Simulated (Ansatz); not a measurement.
# HfSiO4 (I4_1/amd): the equilibrium volume

Aim: the volume at which the pressure of HfSiO4 (I4_1/amd) vanishes.

Computed with Ansatz 0.2.0 (DFT PBE, scalar-relativistic, plane waves, PAW, unless a step's input says otherwise).

3 further runs of the same task are left out: 3 set aside as unsound or not needed. Runs told in other sessions of the task aren't counted.

### 1 Starting point

The structure is tetragonal, space group I4_1/amd (No. 141). The conventional cell has a = 6.553 Å, b = 6.553 Å, c = 5.964 Å, α = 90.00°, β = 90.00°, γ = 90.00°. Hf (site symmetry -4m2) is surrounded by 8 O at 2.10 to 2.26 Å. Si (site symmetry -4m2) has 4 O at 1.62 Å in its first shell of neighbours. O (site symmetry m) is surrounded by 1 Si at 1.62 Å and 2 Hf at 2.10 to 2.26 Å.

Coordinates:

```cif
data_structure
_symmetry_space_group_name_H-M 'P 1'
_symmetry_Int_Tables_number 1
_cell_length_a 5.5107
_cell_length_b 5.5107
_cell_length_c 5.5107
_cell_angle_alpha 107.030
_cell_angle_beta 107.030
_cell_angle_gamma 114.472
_cell_volume 128.08
loop_
_atom_site_label
_atom_site_type_symbol
_atom_site_fract_x
_atom_site_fract_y
_atom_site_fract_z
_atom_site_occupancy
Hf1 Hf 0.00000 0.00000 0.00000 1
Hf2 Hf 0.75000 0.25000 0.50000 1
Si1 Si 0.25000 0.75000 0.50000 1
Si2 Si 0.50000 0.50000 0.00000 1
O1 O 0.13409 0.31920 0.81489 1
O2 O 0.06920 0.75431 0.68511 1
O3 O 0.06920 0.38409 0.31489 1
O4 O 0.50431 0.31920 0.18511 1
O5 O 0.68080 0.49569 0.81489 1
O6 O 0.61591 0.93080 0.68511 1
O7 O 0.24569 0.93080 0.31489 1
O8 O 0.68080 0.86591 0.18511 1
```

### 2 The first run (PBE, 4×4×4 mesh)

input.yaml

```yaml
crystal:
  lattice:
    - [-3.2767016805, 3.2767016805, 2.9822469604]
    - [3.2767016805, -3.2767016805, 2.9822469604]
    - [3.2767016805, 3.2767016805, -2.9822469604]
  atoms:
    - { symbol: Hf, position: [0.0, 0.0, 0.0] }
    - { symbol: Hf, position: [0.75, 0.25, 0.5] }
    - { symbol: Si, position: [0.25, 0.75, 0.5] }
    - { symbol: Si, position: [0.5, 0.5, 0.0] }
    - { symbol: O, position: [0.13408755, 0.31920077, 0.81488678] }
    - { symbol: O, position: [0.06920077, 0.75431398, 0.68511322] }
    - { symbol: O, position: [0.06920077, 0.38408755, 0.31488678] }
    - { symbol: O, position: [0.50431398, 0.31920077, 0.18511322] }
    - { symbol: O, position: [0.68079923, 0.49568602, 0.81488678] }
    - { symbol: O, position: [0.61591245, 0.93079923, 0.68511322] }
    - { symbol: O, position: [0.24568602, 0.93079923, 0.31488678] }
    - { symbol: O, position: [0.68079923, 0.86591245, 0.18511322] }
basis:
  ecutwfc: 420
kpoints:
  mp_grid: { grid: [4, 4, 4] }
hamiltonian:
  xc: pbe
scf:
  occupations: { method: gaussian, width: 0.1 }
output:
  forces: true
  stress: true
  eigenvalues: true
```

Started as:

```sh
> ansatz run input.yaml --threads 8 --pin off --max-ram 16384MiB --backend cpu --events-out ev --progress --plain --runs-dir out
```

After this run come: Relaxing cell and atoms (PBE, 4×4×4 mesh); Relaxing cell and atoms.

What does the calculation give? Wanted: volume; pressure; conventional cell; gap on the mesh.

As calculated:

| quantity | value |
| --- | --- |
| volume | 11.066 Å³/atom |
| pressure | 0.00 GPa |
| conventional cell | a = 6.645 Å, b = 6.645 Å, c = 6.015 Å, α = 90.00°, β = 90.00°, γ = 90.00° |
| gap on the mesh | 5.33 eV |

What this shows: Over the 3 runs shown the cell moved from 10.67 to 11.07 Å³/atom, a change of +3.7 %, where the pressure is zero within 0.01 GPa. Spin–orbit coupling is left out, though the cell holds Hf; in elements this heavy it can shift levels and gaps by tenths of an eV.

These are semilocal Kohn-Sham gaps, which aren't the measured quantity. Such gaps usually fall short of the measured ones.
